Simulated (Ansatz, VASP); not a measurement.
## AlN in two plane-wave programs

Wanted: the spread between two codes on one cell, functional and k mesh.

Calculated with Ansatz 0.2.0; plane waves, with VASP 6.6.1 beside it; band structure at PBE.

### 1. The starting structure

The structure is cubic, space group F-43m (No. 216). Conventional cell: a = 4.368 Å, b = 4.368 Å, c = 4.368 Å, α = 90.00°, β = 90.00°, γ = 90.00°. Al has 4 N at 1.89 Å nearest. Nearest to N lie 4 Al at 1.89 Å. Farther neighbours and most contacts between anions are not listed.

### 2. Ansatz: band structure, PBE

Ansatz runs on its default PAW (the set named soft_2) files.

Levels along a path test the potential and the projectors away from the mesh points.

Contents of input.yaml:

```yaml
crystal:
  lattice:
    - [0.0, 2.1839935596, 2.1839935596]
    - [2.1839935596, 0.0, 2.1839935596]
    - [2.1839935596, 2.1839935596, 0.0]
  atoms:
    - { symbol: Al, position: [0.0, 0.0, 0.0] }
    - { symbol: "N", position: [0.75, 0.75, 0.75] }
hamiltonian:
  xc: pbe
  pseudopotentials: { kind: paw }
kpoints:
  mp_grid: { grid: [6, 6, 6] }
  band_path:
    path:
      - [0.0, 0.0, 0.0]
      - [0.18182, 0.0, 0.18182]
      - [0.36364, 0.0, 0.36364]
      - [0.5, 0.0, 0.5]
      - [0.5, 0.09091, 0.59091]
      - [0.5, 0.18182, 0.68182]
      - [0.5, 0.25, 0.75]
      - [0.45455, 0.29545, 0.75]
      - [0.40909, 0.34091, 0.75]
      - [0.375, 0.375, 0.75]
      - [0.20455, 0.20455, 0.40909]
      - [0.06818, 0.06818, 0.13636]
      - [0.03409, 0.03409, 0.06818]
      - [0.04545, 0.04545, 0.04545]
      - [0.22727, 0.22727, 0.22727]
      - [0.40909, 0.40909, 0.40909]
      - [0.51136, 0.47727, 0.51136]
      - [0.55682, 0.38636, 0.55682]
      - [0.60227, 0.29545, 0.60227]
      - [0.61364, 0.25, 0.63636]
      - [0.56818, 0.25, 0.68182]
      - [0.51136, 0.25, 0.73864]
      - [0.5, 0.29545, 0.70455]
      - [0.5, 0.38636, 0.61364]
      - [0.5, 0.47727, 0.52273]
      - [0.47727, 0.47727, 0.54545]
      - [0.43182, 0.43182, 0.63636]
      - [0.38636, 0.38636, 0.72727]
      - [0.60227, 0.20455, 0.60227]
      - [0.55682, 0.11364, 0.55682]
      - [0.5, 0.0, 0.5]
    npoints: 1
scf:
  occupations: { method: gaussian, width: 0.01 }
  n_extra_bands: 7
output:
  forces: true
  stress: true
  eigenvalues: true
```

The run is started by

```sh
$ ansatz run input.yaml --threads 2 --pin off --max-ram 4608MiB --backend cpu --events-out ev --progress --plain --runs-dir out
```

Numbers of over 12 decimals in the logs are rounded to 6 here.

The program printed:

```text
scf.n_extra_bands = 7 over 4 filled bands (N_el = 8.0): the run solves 11 bands
Engine: ansatz 0.2.0, x86_64-unknown-linux-gnu
Pseudopotentials: kind: paw
Pseudopotential: Al, paw, valence charge 3, recommended cutoff 420 eV (normal), Al.paw.azcp
Pseudopotential: N, paw, valence charge 5, recommended cutoff 420 eV (normal), N.paw.azcp
Functional definition: PBE
  parameter kappa = 0.804
  parameter beta = 0.066725
  exchange = pbe_x(kappa = kappa, mu = beta*pi^2/3)
  correlation = pbe_c(beta = beta)
Crystal: 2 atoms, lattice volume = 20.835 Å³
Basis set: ecut = 420 eV, 411 PW (Γ), exchange–correlation on 48×48×48 points (8 copies of the dense FFT grid, shifted against one another)
Bands: 11, of which v1, the nominal top of the filled ones, is band 4 counted from 1 (3 counted from 0)
Symmetry: 24 space group operations
Space group: F-43m (ITA 216), of the structure as read, at distance tolerance 2.8e-5 Å
k-points: 16 of 216 (time reversal used)
Non-local potential: Al, projectors of the file, l = 0: 2, l = 1: 2, l = 2: 1
Non-local potential: N, projectors of the file, l = 0: 2, l = 1: 2, l = 2: 1
PAW form: soft (Blöchl's): semilocal exchange-correlation on the pseudo side does not see the compensation charge
PAW one-centre angular grid: Al, 110 points (default); XC on 64 Gauss nodes
PAW one-centre angular grid: N, 110 points (default); XC on 64 Gauss nodes
Initial density: superposition of atomic densities (neutral atoms: chi_scale 0, normalization atom), corrected by the library's trained network
Initial wavefunctions: pseudopotential atomic-orbital guess
Functional: x = pbe(κ = 0.804, μ = 0.219515), c = pbe(β = 0.066725)
SCF iter   1: F=—  HF=-924.201462 eV  |F-HF|=—  |Δ(HF+E_count)|=         —  Δρ=7.49e-4  dr2=3.89e-5  ethr=1.77e-3  ⟨swp⟩=5.2  Hψ=1093  notcnv=0
preconditioner: auto → none  [insulator: Δε(μ)=3.327 eV  Ē_g=19.139 eV  σ=0.010 eV  W_gap=1.00  n_scr=0 (ndim 8)  ℏωp=23.0 eV  f_vac=0.000  D(μ)=0.00/eV (n_scr^D=0)  ε∞_Penn≈2.4]
SCF iter   2: F=—  HF=-924.201600 eV  |F-HF|=—  |Δ(HF+E_count)|=   1.37e-4  Δρ=3.38e-4  dr2=5.56e-6  ethr=4.86e-7  ⟨swp⟩=2.0  Hψ=443  notcnv=0  defer=29
SCF iter   3: F=—  HF=-924.201635 eV  |F-HF|=—  |Δ(HF+E_count)|=   3.54e-5  Δρ=6.94e-5  dr2=2.73e-7  ethr=6.95e-8  ⟨swp⟩=2.3  Hψ=200  notcnv=0  defer=29
iter 4 did not close the SCF: its close was put off for the readings that it lacked (scf_convergence_deferred on its scf_iter line)
SCF iter   4: F=-924.201637 eV  HF=-924.201637 eV  |F-HF|=1.86e-9  |Δ(HF+E_count)|=   1.36e-6  Δρ=7.62e-6  dr2=4.36e-9  ethr=3.42e-9  ⟨swp⟩=2.1  Hψ=206  notcnv=0  defer=29
iter 5 did not close the SCF: its close was put off for the readings that it lacked (scf_convergence_deferred on its scf_iter line)
SCF iter   5: F=-924.201637 eV  HF=-924.201637 eV  |F-HF|=2.27e-13  |Δ(HF+E_count)|=   2.60e-9  Δρ=2.45e-7  dr2=7.82e-12  ethr=5.45e-11  ⟨swp⟩=2.6  Hψ=212  notcnv=0  defer=29
SCF iter   6: F=-924.201637 eV  HF=-924.201637 eV  |F-HF|=2.27e-13  |Δ(HF+E_count)|=  4.77e-12  Δρ=5.59e-8  dr2=2.72e-13  ethr=1.00e-12  ⟨swp⟩=3.9  Hψ=645  notcnv=0
SCF 1 converged in 6 iterations: F = -924.201637 eV  dr2 = 2.72e-13
  greatest PAW one-centre occupation: 0.788 electrons in one spin orbital (limit 2), on the N atom at site 1 (counted from 0), in its partial waves of l = 0
NSCF: frozen V_eff on 31 k-points
SCF converged after 6 iterations
Free energy (F): -924.201637 eV
Harris-Foulkes:  -924.201637 eV  (|F-HF|=2.27e-13)
Internal energy: -924.201637 eV  (E = F + TS)
E sigma→0 (E₀):  -924.201637 eV
Fermi energy:    8.634973 eV
--- Per-component energies (eV) ---
  E_band       = 15.404410
  E_kinetic    = 159.524919
  E_local      = -222.813208  (includes V_loc(G=0)·N_el)
  E_nonlocal   = 55.517984
  E_hartree    = 77.227536
  E_xc         = -101.854145
  E_vxc        = -107.981208  (∫ρ·V_xc dr)
  E_paw        = -595.201264  (= ΣΔE_a)
  E_vpaw       = -23.299241  (= ΣTr[D̂ρ^β])
  E_aug_tail   = 0.000098  (compensation charges beyond the density's cutoff)
  E_ewald      = -296.603555
  E_smearing   = -0.000000  (= −TS)
  E_closure    = 0.000000  (closes the sum)
  Σ components = -924.201637   (vs F -924.201637, Δ=0.00e0)
--- Forces (eV/Å), atoms counted from 1 ---
  atom   1  Al    -0.00000000     0.00000000     0.00000000
  atom   2  N      0.00000000    -0.00000000    -0.00000000
  max |Σ_I F_I| component: 1.20e-16 eV/Å
--- Stress (GPa, compression-positive) ---
        4.858723      -0.000000      -0.000000
       -0.000000       4.858723       0.000000
       -0.000000       0.000000       4.858723
  P = ⅓ Tr σ = 4.8587 GPa (48.587 kbar)
--- Band table (eV; the first three rows and the last of 16) ---
  k-point 0: bands = [-7.9952, 6.9730, 6.9730, 6.9730, 11.1583, 19.5527, 19.5527, 19.5527, ... 3 higher]
  k-point 1: bands = [-7.5982, 5.1225, 6.8419, 6.8419, 12.5837, 18.6374, 19.7126, 19.7126, ... 3 higher]
  k-point 2: bands = [-6.6141, 2.4312, 6.6041, 6.6041, 13.9813, 17.3776, 18.7052, 18.7052, ... 3 higher]
  k-point 15: bands = [-5.2755, 2.6676, 4.2008, 4.4807, 12.2213, 17.2871, 19.9534, 19.9935, ... 3 higher]
```

The job ended after 0.56 s (2 threads of AMD EPYC 7B13 (Zen 3), shared host; peak memory 0.32 GiB).

### 3. VASP: band structure, PBE

The same cell, functional, mesh and smearing now go to VASP, with its own data sets and cutoff.

Lines of VASP's logs that name or quote its potential files are left out, and so is its time.

Contents of INCAR:

```
SYSTEM = AlN
PREC = Accurate
ENCUT = 450
EDIFF = 1E-08
NELM = 100
ISMEAR = 0
SIGMA = 0.01
LREAL = .FALSE.
ALGO = Normal
GGA = PE
NBANDS = 10
LORBIT = 11
LWAVE = .TRUE.
LCHARG = .FALSE.
KPAR = 8
```

Contents of POSCAR:

```
AlN
1.0
    0.0000000000      2.1839935596      2.1839935596
    2.1839935596      0.0000000000      2.1839935596
    2.1839935596      2.1839935596      0.0000000000
Al N
1 1
Direct
    0.0000000000      0.0000000000      0.0000000000
    0.7500000000      0.7500000000      0.7500000000
```

Contents of KPOINTS:

```
Automatic mesh
0
Gamma
6 6 6
0 0 0
```

Contents of KPOINTS_OPT:

```
Line mode
12
Line-mode
Reciprocal
  0.00000000   0.00000000   0.00000000 GAMMA
  0.50000000   0.00000000   0.50000000 X

  0.50000000   0.00000000   0.50000000 X
  0.50000000   0.25000000   0.75000000 W

  0.50000000   0.25000000   0.75000000 W
  0.37500000   0.37500000   0.75000000 K

  0.37500000   0.37500000   0.75000000 K
  0.00000000   0.00000000   0.00000000 GAMMA

  0.00000000   0.00000000   0.00000000 GAMMA
  0.50000000   0.50000000   0.50000000 L

  0.50000000   0.50000000   0.50000000 L
  0.62500000   0.25000000   0.62500000 U

  0.62500000   0.25000000   0.62500000 U
  0.50000000   0.25000000   0.75000000 W

  0.50000000   0.25000000   0.75000000 W
  0.50000000   0.50000000   0.50000000 L

  0.50000000   0.50000000   0.50000000 L
  0.37500000   0.37500000   0.75000000 K

  0.62500000   0.25000000   0.62500000 U
  0.50000000   0.00000000   0.50000000 X
```

The projector-augmented-wave data sets are Al_GW and N_GW (PBE family, release 64).

The run is started by

```sh
$ mpirun -np 8 vasp_std
```

The program printed:

```text
[banner, memory and clock lines left out]
running    8 mpi-ranks, on    1 nodes
 distrk:  each k-point on    1 cores,    8 groups
 distr:  one band on    1 cores,    1 groups

 POSCAR found type information on POSCAR AlN
 POSCAR found :  2 types and       2 ions
|                                                                             |
|           W    W    AA    RRRRR   N    N  II  N    N   GGGG   !!!           |
|           W    W   A  A   R    R  NN   N  II  NN   N  G    G  !!!           |
|           W    W  A    A  R    R  N N  N  II  N N  N  G       !!!           |
|           W WW W  AAAAAA  RRRRR   N  N N  II  N  N N  G  GGG   !            |
|           WW  WW  A    A  R   R   N   NN  II  N   NN  G    G                |
|           W    W  A    A  R    R  N    N  II  N    N   GGGG   !!!           |
|                                                                             |
|     For optimal performance we recommend to set                             |
|       NCORE = 2 up to number-of-cores-per-socket                            |
|     NCORE specifies how many cores store one orbital (NPAR=cpu/NCORE).      |
|     This setting can greatly improve the performance of VASP for DFT.       |
|     The default, NCORE=1 might be grossly inefficient on modern             |
|     multi-core architectures or massively parallel machines. Do your        |
|     Unfortunately you need to use the default for GW and RPA                |
|     calculations (for HF NCORE is supported but not extensively tested      |
|     yet).                                                                   |
|                                                                             |

 LDA part: xc-table for (Slater+PW92), standard interpolation
 POSCAR, INCAR and KPOINTS ok, starting setup
 FFT: planning ... GRIDC
 FFT: planning ... GRID_SOFT
 FFT: planning ... GRID
 WAVECAR not read
 entering main loop
       N       E                     dE             d eps       ncg     rms          rms(c)
DAV:   1     0.158419341923E+02    0.15842E+02   -0.44004E+03   320   0.666E+02
DAV:   2    -0.160992802395E+02   -0.31941E+02   -0.30404E+02   378   0.172E+02
DAV:   3    -0.172164421988E+02   -0.11172E+01   -0.11146E+01   422   0.281E+01
DAV:   4    -0.172229010082E+02   -0.64588E-02   -0.64581E-02   402   0.252E+00
DAV:   5    -0.172229882145E+02   -0.87206E-04   -0.87200E-04   420   0.257E-01    0.855E+00
DAV:   6    -0.148864202546E+02    0.23366E+01   -0.12207E+01   438   0.249E+01    0.220E+00
DAV:   7    -0.148678612499E+02    0.18559E-01   -0.84969E-02   364   0.261E+00    0.141E+00
DAV:   8    -0.148612620431E+02    0.65992E-02   -0.26388E-02   356   0.278E+00    0.188E-01
DAV:   9    -0.148609971468E+02    0.26490E-03   -0.16892E-03   480   0.363E-01    0.648E-02
DAV:  10    -0.148611263770E+02   -0.12923E-03   -0.14532E-04   348   0.904E-02    0.146E-02
DAV:  11    -0.148611249242E+02    0.14528E-05   -0.50905E-06   416   0.234E-02    0.304E-03
DAV:  12    -0.148611251094E+02   -0.18519E-06   -0.39303E-07   362   0.524E-03    0.361E-04
DAV:  13    -0.148611251082E+02    0.11528E-08   -0.21935E-08   344   0.101E-03
   1 F= -.14861125E+02 E0= -.14861125E+02  d E =-.121795E-18
 Start KPOINTS_OPT (optional k-point list driver)
k-point batch [1-16\120]
       N       E                     dE             ncg
DAV:   1     0.514759343985E+03   -0.29503E+04      336
DAV:   2     0.405942135398E+02   -0.47417E+03      446
DAV:   3     0.280225447470E+02   -0.12572E+02      394
DAV:   4     0.279413679106E+02   -0.81177E-01      430
DAV:   5     0.279404448452E+02   -0.92307E-03      414
DAV:   6     0.279404335501E+02   -0.11295E-04      436
DAV:   7     0.279404332988E+02   -0.25126E-06      418
DAV:   8     0.279404332911E+02   -0.77087E-08      378
[...]
k-point batch [113-120\120]
       N       E                     dE             ncg
DAV:   1     0.292834431992E+04   -0.29022E+04      168
DAV:   2     0.275070027312E+04   -0.17764E+03      220
DAV:   3     0.274588629667E+04   -0.48140E+01      192
DAV:   4     0.274585553317E+04   -0.30764E-01      236
DAV:   5     0.274585535815E+04   -0.17501E-03      200
DAV:   6     0.274585535491E+04   -0.32481E-05      228
DAV:   7     0.274585535482E+04   -0.83941E-07      200
DAV:   8     0.274585535482E+04   -0.25411E-08      212
 writing wavefunctions
```

Parts of OUTCAR (step 3):

```text
ion  position               nearest neighbor table
   1  0.000  0.000  0.000-   2 1.89   2 1.89   2 1.89   2 1.89
   2  0.750  0.750  0.750-   1 1.89   1 1.89   1 1.89   1 1.89

  LATTYP: Found a face centered cubic cell.
 ALAT       =     4.3679871192

 Subroutine GETGRP returns: Found 24 space group operations
 (whereof 24 operations were pure point group operations)

The static configuration has the point symmetry T_d .

 Found     16 irreducible k-points:

   k-points           NKPTS =     16   k-points in BZ     NKDIM =     16   number of bands    NBANDS=     10

   dimension x,y,z NGX =    24 NGY =   24 NGZ =   24
   dimension x,y,z NGXF=    48 NGYF=   48 NGZF=   48

   ENCUT  =  450.0 eV  33.07 Ry    5.75 a.u.   5.34  5.34  5.34*2*pi/ulx,y,z

   NELECT =       8.0000    total number of electrons

 k-points in reciprocal lattice and weights: Automatic mesh
   0.00000000  0.00000000  0.00000000       0.005
   0.16666667  0.00000000  0.00000000       0.037
   0.33333333  0.00000000  0.00000000       0.037
   0.50000000  0.00000000  0.00000000       0.019
   0.16666667  0.16666667  0.00000000       0.028
   0.33333333  0.16666667  0.00000000       0.111
   0.50000000  0.16666667  0.00000000       0.111
  -0.33333333  0.16666667  0.00000000       0.111
  -0.16666667  0.16666667  0.00000000       0.056
[...]
-0.33333333  0.33333333  0.16666667       0.111
  -0.33333333  0.50000000  0.16666667       0.056

 average (electrostatic) potential at core
       1 -49.9845       2 -60.0239

 E-fermi :   5.0109

 k-point     1 :       0.0000    0.0000    0.0000
  band No.  band energies     occupation
      1     -10.0369      2.00000
      2       4.9525      2.00000
      3       4.9525      2.00000
      4       4.9525      2.00000
      5       9.1393      0.00000
      6      17.5014      0.00000
      7      17.5014      0.00000
      8      17.5014      0.00000
      9      22.6311      0.00000
    ...

 k-point     2 :       0.1667    0.0000    0.0000
  band No.  band energies     occupation
      1      -9.6398      2.00000
      2       3.0964      2.00000
      3       4.8201      2.00000
      4       4.8201      2.00000
      5      10.5619      0.00000
      6      16.5923      0.00000
      7      17.6686      0.00000
      8      17.6686      0.00000
      9      20.8298      0.00000
    ...

 k-point     3 :       0.3333    0.0000    0.0000
  band No.  band energies     occupation
      1      -8.6541      2.00000
      2       0.3998      2.00000
      3       4.5800      2.00000
      4       4.5800      2.00000
      5      11.9551      0.00000
      6      15.3477      0.00000
      7      16.6777      0.00000
      8      16.6777      0.00000
      9      22.2847      0.00000
    ...

  Total        0.3169270      0.3169270      0.3169270      0.0000000      0.0000000     -0.0000000
  in kB       24.3716936     24.3716936     24.3716936      0.0000000      0.0000000     -0.0000000
  external PRESSURE =      24.3716936 kB  Pullay stress =       0.0000000 kB

  energy-cutoff  :      450.00
  volume of cell :       20.83
      direct lattice vectors                 reciprocal lattice vectors
     0.000000000  2.183993560  2.183993560    -0.228938404  0.228938404  0.228938404
     2.183993560  0.000000000  2.183993560     0.228938404 -0.228938404  0.228938404
     2.183993560  2.183993560  0.000000000     0.228938404  0.228938404 -0.228938404

 POSITION                                       TOTAL-FORCE (eV/Angst)
 -----------------------------------------------------------------------------------
      0.00000      0.00000      0.00000        -0.000000     -0.000000     -0.000000
      3.27599      3.27599      3.27599         0.000000      0.000000      0.000000
 -----------------------------------------------------------------------------------
    total drift:                                0.000000      0.000000      0.000000

  FREE ENERGIE OF THE ION-ELECTRON SYSTEM (eV)
  ---------------------------------------------------
  free  energy   TOTEN  =       -14.8611251082 eV

  energy  without entropy=      -14.8611251082  energy(sigma->0) =      -14.86112511

 total charge
# of ion       s       p       d       tot
------------------------------------------
    1        0.437   0.559   0.216   1.213
    2        1.193   2.570   0.000   3.763
--------------------------------------------------
tot          1.630   3.129   0.216   4.976

[... 3 further parts left out ...]
```

The run ends at a pressure of 2.44 GPa.

### 4. Comparison

Known differences besides the potentials themselves: the cutoff is 420 eV in Ansatz and 450 eV in VASP; VASP leaves aspherical gradient terms in its spheres out (LASPH is not set), Ansatz keeps them. Total energies have different zeros and are not compared.

Compared:

```
                     quantity  Ansatz   VASP  difference
gap over the path points (eV)   3.324  3.314      +0.010
```

Levels at points of the path, from each program's valence-band top (eV; 3 filled, then empty):

```
k (reciprocal lattice)                        Ansatz                          VASP
     0.000 0.000 0.000     0.00 0.00 0.00 4.18 12.58     0.00 0.00 0.00 4.19 12.55
     0.182 0.000 0.182  -1.94 -0.60 -0.60 6.02 11.00  -1.95 -0.60 -0.60 6.02 10.98
     0.364 0.000 0.364   -4.19 -1.51 -1.51 4.37 9.14   -4.20 -1.52 -1.52 4.36 9.12
     0.500 0.000 0.500   -4.90 -1.77 -1.77 3.32 8.62   -4.91 -1.78 -1.78 3.31 8.61
     0.500 0.091 0.591   -4.71 -2.12 -2.08 4.04 9.20   -4.73 -2.13 -2.10 4.04 9.19
     0.500 0.182 0.682  -4.20 -2.92 -2.55 5.48 10.56  -4.21 -2.93 -2.57 5.48 10.56
     0.500 0.250 0.750  -3.77 -3.43 -2.69 6.04 11.41  -3.78 -3.44 -2.70 6.04 11.42
     0.455 0.295 0.750  -4.00 -3.45 -2.25 5.81 10.76  -4.02 -3.47 -2.26 5.81 10.75
     0.409 0.341 0.750  -4.20 -3.59 -1.57 5.33 10.22  -4.21 -3.60 -1.58 5.33 10.22
     0.375 0.375 0.750  -4.25 -3.62 -1.36 5.17 10.10  -4.26 -3.64 -1.37 5.16 10.10
```

Among the levels compared at these points, filled levels agree within 17 meV and empty ones within 31 meV. Not compared: the pressure (VASP's GW data sets at this cutoff don't carry it).

### 5. Other set-ups

Further runs change the set-up of one program: Ansatz's method, potentials or start, or VASP's data sets, cutoff or form of LDA. The table gives Ansatz less VASP for each quantity, since a change that brings one quantity closer may part another.

```
                                        run  gap over the path points (eV)
                                   as above                         0.0096
          Ansatz's all-electron LAPW method                         0.0015
   Ansatz's larger PAW set (cutoff 1050 eV)                         0.0025
norm-conserving potentials (cutoff 1240 eV)                        -0.0040
```

### 6. Results

```json
{"difference in gap over the path points (band structure, PBE)": "0.0096 eV"}
```

What this shows: The difference in gap over the path points is 0.0096 eV (band structure, PBE), within the 0.08 eV picked in this series as the mark of a large difference. Band structure, PBE, Ansatz's all-electron LAPW method: the difference in gap over the path points goes from 0.0096 to 0.0015 eV. Band structure, PBE, Ansatz's larger PAW set (cutoff 1050 eV): the difference in gap over the path points goes from 0.0096 to 0.0025 eV. Band structure, PBE, norm-conserving potentials (cutoff 1240 eV): the difference in gap over the path points goes from 0.0096 to -0.0040 eV. Such differences can come from data sets, numerical settings and the points named under the comparisons, not from the functional's error against experiment.

[Lines on the potential files, build, host, timing and source positions are cut from VASP's logs without a mark.]

[Logs are printed without paths, hosts, clocks, repeated set-up lines and the standing remarks that a program may print on its own settings, such as how far it seeks lower states.]

[Hosts, paths, dates, database ids (printed as entryN), source tags and the programs' standing remarks are cut or masked in the printed files.]
